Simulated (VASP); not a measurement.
# Ge: convergence, surface energy

Ge, slab, 12 atoms in the cell. PBEsol; PAW potentials Ge_d (PBE set). VASP 6.6.1.

Wanted: surface energy, atoms not relaxed within 0.02 J/m²; face levels within 0.04 eV.

Crystal: Ge, Fd-3m; Face: (1 0 0); Starting cell: bulk cell relaxed first with the same functional.

Face levels: vacuum level at each face, counted from the Fermi level.

The series start from vacuum (Å): 12; k spacing (1/Å): 0.35; Smearing SIGMA (eV): 0.05; Cutoff ENCUT (eV): 400; SCF threshold EDIFF (eV): 1e-6; PREC: Accurate; LREAL: .FALSE.; ALGO: Normal; atomic planes: 6. Each series keeps the choices made before it, and each single choice may use up half of a tolerance. Times cover all steps of a run.

## Vacuum (Å)

| Vacuum (Å) | Surface energy, atoms not relaxed (J/m²) | Face levels, largest deviation (eV) | Time (s) |
|---|---|---|---|
| 5 | 1.540 | 0.025 | 34 |
| 7 | 1.567 | 0.003 | 39 |
| 9 | 1.570 | 0.036 | 47 |
| 12 | 1.570 | 0.001 | 60 |
| 15 | 1.570 | 0.000 | 69 |
| 20 (reference) | 1.571 | 0.000 | 85 |

## k spacing (1/Å)

| k spacing (1/Å) | Surface energy, atoms not relaxed (J/m²) | Face levels, largest deviation (eV) | Time (s) |
|---|---|---|---|
| 0.8 | 0.924 | 0.056 | 20 |
| 0.6 | 1.482 | 0.060 | 24 |
| 0.45 | 1.542 | 0.090 | 39 |
| 0.35 | 1.570 | 0.004 | 60 |
| 0.25 | 1.569 | 0.032 | 75 |
| 0.2 (reference) | 1.562 | 0.000 | 113 |

## Smearing SIGMA (eV)

| Smearing SIGMA (eV) | Surface energy, atoms not relaxed (J/m²) | Face levels, largest deviation (eV) | Time (s) |
|---|---|---|---|
| 0.2 | 1.563 | 0.001 | 106 |
| 0.1 | 1.562 | 0.014 | 102 |
| 0.05 | 1.562 | 0.015 | 113 |
| 0.02 (reference) | 1.562 | 0.000 | 108 |

## Cutoff ENCUT (eV)

| Cutoff ENCUT (eV) | Surface energy, atoms not relaxed (J/m²) | Face levels, largest deviation (eV) | Time (s) |
|---|---|---|---|
| 250 | 1.565 | 0.002 | 49 |
| 310 | 1.563 | 0.000 | 59 |
| 360 | 1.563 | 0.001 | 102 |
| 400 | 1.563 | 0.000 | 106 |
| 460 | 1.562 | 0.001 | 130 |
| 550 (reference) | 1.562 | 0.000 | 173 |

## SCF threshold EDIFF (eV)

| SCF threshold EDIFF (eV) | Surface energy, atoms not relaxed (J/m²) | Face levels, largest deviation (eV) | Time (s) |
|---|---|---|---|
| 0.001 | 1.565 | 0.108 | 29 |
| 0.0001 | 1.565 | 0.044 | 39 |
| 1e-5 | 1.565 | 0.000 | 48 |
| 1e-6 | 1.565 | 0.000 | 49 |
| 1e-7 (reference) | 1.565 | 0.000 | 71 |

## PREC

| PREC | Surface energy, atoms not relaxed (J/m²) | Face levels, largest deviation (eV) | Time (s) |
|---|---|---|---|
| Accurate | 1.565 | 0.000 | 48 |
| Normal | 1.564 | 0.006 | 24 |

## LREAL

| LREAL | Surface energy, atoms not relaxed (J/m²) | Face levels, largest deviation (eV) | Time (s) |
|---|---|---|---|
| .FALSE. | 1.564 | 0.000 | 24 |
| Auto | 1.563 | 0.000 | 29 |

## ALGO

| ALGO | Surface energy, atoms not relaxed (J/m²) | Face levels, largest deviation (eV) | Time (s) |
|---|---|---|---|
| Normal | 1.564 | 0.000 | 24 |
| Fast | 1.564 | 0.000 | 26 |
| All | 1.564 | 0.002 | 26 |

## Atomic planes

| Atomic planes | Surface energy, atoms not relaxed (J/m²) | Face levels, largest deviation (eV) | Time (s) |
|---|---|---|---|
| 4 | 1.489 | 0.193 | 16 |
| 6 | 1.564 | 0.157 | 24 |
| 8 | 1.608 | 0.073 | 36 |
| 10 | 1.619 | 0.015 | 52 |
| 12 | 1.619 | 0.001 | 79 |
| 14 (reference) | 1.626 | 0.000 | 103 |

## Question

The rows run from the loosest to the tightest (no order: PREC, LREAL, ALGO). For each series: choose the loosest value from which every tighter one stays within half of the tolerance; where there is no order, keep the first row unless others stay within half of the tolerance and take at least 30 % less time, and then take the fastest.

## Answer

- vacuum (Å): 12
- k spacing (1/Å): 0.2, the tightest run, since the next looser one is off by more than half of the tolerance (convergence isn't shown beyond it)
- Smearing SIGMA (eV): 0.2
- Cutoff ENCUT (eV): 250
- SCF threshold EDIFF (eV): 1e-5
- PREC: Normal
- LREAL: .FALSE.
- ALGO: Normal
- atomic planes: 10

## All choices together

| Input | Surface energy, atoms not relaxed (J/m²) | Face levels, largest deviation (eV) | Time (s) |
|---|---|---|---|
| program defaults, thin vacuum, coarse mesh (naive) | 1.537 | 0.102 | 11 |
| chosen settings | 1.619 | 0.028 | 79 |
| reference settings throughout | 1.629 | 0.000 | 1323 |

The chosen settings stay within the tolerance of the reference run, but the reference itself isn't shown to be converged in: k spacing (1/Å).

Values of the reference run: Face levels: 5.183, 5.183 eV.

1 cheaper combination failed this check first and made the worst setting one step tighter.

## The input

INCAR.step1:
```
SYSTEM = Ge
PREC = Normal
ENCUT = 250
EDIFF = 1E-5
ISMEAR = 0
SIGMA = 0.2
LREAL = .FALSE.
LASPH = .TRUE.
ALGO = Normal
NELM = 120
LWAVE = .FALSE.
LCHARG = .FALSE.
GGA = PS
KPAR = 8
```

INCAR.step2, as INCAR.step1 but for:
```
+ LVHAR = .TRUE.
+ LVACPOTAV = .TRUE.
+ LDIPOL = .TRUE.
+ IDIPOL = 3
+ DIPOL = 0.5 0.5 0.5
```

KPOINTS.step1:
```
Automatic mesh
0
Gamma
  8 8 19
  0 0 0
```

KPOINTS.step2:
```
Automatic mesh
0
Gamma
  8 8 1
  0 0 0
```

POSCAR.step1:
```
Ge
1.0
    4.0073989514      0.0000000000      0.0000000000
    0.0000000000      4.0073989514      0.0000000000
    2.0036994758      2.0036994758      2.8336589735
Ge
2
Direct
    0.2500000000      0.7500000000      0.5000000000
    0.0000000000      0.0000000000      0.0000000000
```

POSCAR.step2:
```
Ge
1.0
    4.0073989514      0.0000000000      0.0000000000
    0.0000000000      4.0073989514      0.0000000000
    0.0000000000      0.0000000000     27.5851243567
Ge
12
Direct
    0.3750000000      0.8750000000      0.2175085355
    0.3750000000      0.3750000000      0.2688706200
    0.8750000000      0.3750000000      0.3202327044
    0.8750000000      0.8750000000      0.3715947889
    0.3750000000      0.8750000000      0.4229568733
    0.3750000000      0.3750000000      0.4743189577
    0.8750000000      0.3750000000      0.5256810423
    0.8750000000      0.8750000000      0.5770431267
    0.3750000001      0.8750000001      0.6284052111
    0.3750000001      0.3750000001      0.6797672956
    0.8750000001      0.3750000001      0.7311293800
    0.8750000001      0.8750000001      0.7824914645
```

Commands (each step's output is kept before the next begins):
```
cat potpaw_PBE.64/Ge_d/POTCAR > POTCAR
cp INCAR.step1 INCAR
cp KPOINTS.step1 KPOINTS
cp POSCAR.step1 POSCAR
mpirun -np 8 vasp_std > vasp.out
rm WAVECAR CHG
cp INCAR.step2 INCAR
cp KPOINTS.step2 KPOINTS
cp POSCAR.step2 POSCAR
mpirun -np 8 vasp_std > vasp.out
```

Limits: The program found no field-free region, so the vacuum level is rough; the atoms keep their starting positions, so the number serves for convergence, not as the relaxed result.

The chosen input took VASP 6.6.1 79 s on 8 cores (Intel Xeon 6975P-C (Granite Rapids)), a shared host.

## An input that fails: LDIPOL without a direction

It runs to its end, but against the unchanged starting input it is off by 16.761 J/m² in the surface energy, atoms not relaxed, 14.129 eV in the face levels.

Changes against the starting input:
```
(step 2)
- IDIPOL = 3
```
